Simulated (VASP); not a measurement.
Hf:

```xyz
3
Lattice="4.9623 0.0000 0.0000 -2.4812 4.2975 0.0000 0.0000 0.0000 3.0862" Properties=species:S:1:pos:R:3 pbc="T T T"
Hf    2.4812    1.4325    1.5431
Hf    0.0000    2.8650    1.5431
Hf    0.0000    0.0000    0.0000
```

This isn't the form of Hf at room conditions, which is hcp.

| Property | Result |
| --- | --- |
| Program | VASP 6.6.1 |
| Task | relaxation of cell and atoms |
| Functional | LDA |
| Potentials or basis | VASP PAW LDA potentials, release 64 (Hf_pv) |
| Cutoff | 600 eV |
| k mesh | 12 × 12 × 14 |
| Occupations | gaussian, width 0.1 eV |
| Spin | no spin polarisation |

At the start: pressure -6.8 GPa; volume 21.94 Å³/atom.

Task: Where does the relaxation end?

Result: Over 6 steps the energy falls by 29.0 meV/atom and the volume is 20.63 Å³/atom (-6.0 %); space group P6/mmm (No. 191, to 0.05 Å).

The path:
| step | energy change (eV) | largest force (eV/Å) | pressure (GPa) | volume (Å³) |
| --- | --- | --- | --- | --- |
| 1 | 0.0000 | 0.0000 | -6.76 | 65.82 |
| 2 | 0.0543 | 0.0000 | 10.64 | 57.39 |
| 3 | -0.0867 | 0.0000 | -0.13 | 61.96 |
| 4 | -0.0867 | 0.0000 | 0.03 | 61.88 |
| 5 | -0.0869 | 0.0000 | 0.02 | 61.88 |
| 6 | -0.0869 | 0.0000 | 0.02 | 61.88 |

Final structure:
```yaml
crystal:
  lattice:
    - [4.85415, 0.00000, 0.00000]
    - [-2.42707, 4.20381, 0.00000]
    - [0.00000, 0.00000, 3.03269]
  atoms:
    - { symbol: Hf, position: [0.66667, 0.33333, 0.50000] }
    - { symbol: Hf, position: [0.33333, 0.66667, 0.50000] }
    - { symbol: Hf, position: [0.00000, 0.00000, 0.00000] }
```
